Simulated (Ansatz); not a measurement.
Here is an Ansatz 0.2.0 calculation.

The input input.yaml:

```yaml
crystal:
  lattice:
    - [3.184541456, 0.0, 0.0]
    - [-1.592270728, 2.7578938003, 0.0]
    - [0.0, 0.0, 21.67053472]
  atoms:
    - { symbol: Mo, position: [0.3333333333, 0.6666666667, 0.85116023] }
    - { symbol: Mo, position: [0.6666666667, 0.3333333333, 0.14883977] }
    - { symbol: S, position: [0.6666666667, 0.3333333333, 0.77962539] }
    - { symbol: S, position: [0.3333333333, 0.6666666667, 0.077251] }
    - { symbol: S, position: [0.6666666667, 0.3333333333, 0.922749] }
    - { symbol: S, position: [0.3333333333, 0.6666666667, 0.22037461] }
hamiltonian:
  xc: pbesol
  pseudopotentials: { kind: paw }
  dispersion: d3bj
kpoints:
  mp_grid: { grid: [10, 10, 2] }
scf:
  occupations: { method: fermi_dirac, width: 0.05 }
output:
  forces: true
  stress: true
relax:
  f_tol: 0.01
  max_steps: 40
  cell: { stress_tol: 0.05 }
```

Potentials or basis: Ansatz PAW.

Command:

```bash
$ ansatz run input.yaml --threads 2 --pin off --max-ram 5632MiB --backend cpu --events-out ev --progress --plain --runs-dir out
```

**Question.** Estimate the relaxed volume.

**Answer.** 16.34 Å³/atom.

**Question.** Predict the space group after relaxing (to 0.05 Å).

**Answer.** P6_3/mmc (No. 194).

**Question.** Predict the relaxed cell.

**Answer.** a = 3.109 Å, b = 3.109 Å, c = 11.711 Å, α = 90.00°, β = 90.00°, γ = 120.00°.

Forces in eV/Å, atoms in the order of the input:
```
Mo   0.000  0.000 -0.002
Mo   0.000  0.000  0.002
S    0.000  0.000 -0.003
S    0.000  0.000  0.002
S    0.000  0.000 -0.002
S    0.000  0.000  0.003
```

Caveat: the volume moved by over 15 % at a fixed basis, so the end points are rough; the plane-wave basis is chosen anew once the cell has moved, so the energies of steps on either side of that aren't comparable; the PAW data sets come from PBE, with cores solved anew for the run's functional, which leaves a small shift of forces and pressure.
